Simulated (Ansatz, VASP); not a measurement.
# One calculation of Br, two programs

```xyz
3
Lattice="4.4716 0.0000 0.0000 0.0000 4.4716 0.0000 0.0000 0.0000 4.4716" Properties=species:S:1:pos:R:3 pbc="T T T"
Br    2.2358    0.0000    0.0000
Br    0.0000    2.2358    0.0000
Br    0.0000    0.0000    2.2358
```

Alike in both runs: task single point; functional r2SCAN; k mesh 5 × 5 × 5; occupations gaussian, width 0.15 eV; no spin polarisation.

```csv
,VASP,Ansatz
version,VASP 6.6.1,Ansatz 0.2.0
potentials or method,"VASP PAW PBE potentials, release 64 (Br)","plane waves, norm-conserving potentials"
plane-wave cutoff (eV),520,600
valence electrons in the cell,21,21
```

|  | VASP | Ansatz | Ansatz less VASP |
| --- | --- | --- | --- |
| gap on the k mesh at the Fermi level (eV) | none | none | - |
| pressure (GPa) | 1.3 | 1.4 | +0.05 |

A gap of «none» marks a metal or a gap that the smearing closes. The functional is the same, so the differences come from potentials, cutoffs and numerics. Ansatz warned: «stress_scf_threshold_loose».

Caveats: the PAW data sets were made with another functional, which shifts forces and pressure a little (VASP); an odd number of electrons without spin polarisation forces a metal; a magnetic or distorted state may lie lower.
